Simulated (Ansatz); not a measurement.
This CuH2 structure is the end of a relaxation. The cell was found from a structure generator's guess, not taken from experiment.

The calculation used DFT PBE, scalar-relativistic, plane waves, PAW in Ansatz. Cutoff 420 eV, Γ-centred mesh, Gaussian smearing, no spin polarisation.

```cif
data_structure
_symmetry_space_group_name_H-M 'P 1'
_symmetry_Int_Tables_number 1
_cell_length_a 3.1873
_cell_length_b 3.1873
_cell_length_c 2.7968
_cell_angle_alpha 90.000
_cell_angle_beta 90.000
_cell_angle_gamma 90.000
_cell_volume 28.41
loop_
_atom_site_label
_atom_site_type_symbol
_atom_site_fract_x
_atom_site_fract_y
_atom_site_fract_z
_atom_site_occupancy
Cu1 Cu 0.00000 0.00000 0.50000 1
H1 H 0.50000 0.00000 0.50000 1
H2 H 0.00000 0.50000 0.50000 1
```

The zero of energy is the elements' standard structures at the same level (H₂ as a molecule); no fitted shifts are applied.

Problem. Find its symmetry and describe it.

Solution. P4/mmm (No. 123). Conventional cell: a = 3.187 Å, c = 2.797 Å. Around Cu lie 4 H at 1.59 Å; around H lie 2 Cu at 1.59 Å.

Problem. What is its formation energy per atom?

Solution. +0.40 eV/atom. The separate elements lie lower, so it is unstable against them.

Problem. Is it a metal?

Solution. Yes, bands cross the Fermi level on the 14×14×16 mesh.

The last run used a 14×14×16 mesh (in the run's order of axes) for its 3-atom cell and Gaussian smearing of 0.10 eV. The cell is a metal run without spin; a magnetic state may lie lower. With hydrogen, zero-point motion can shift formation energies by some tens of meV/atom. A structure relaxed within its symmetry needn't be a true minimum.
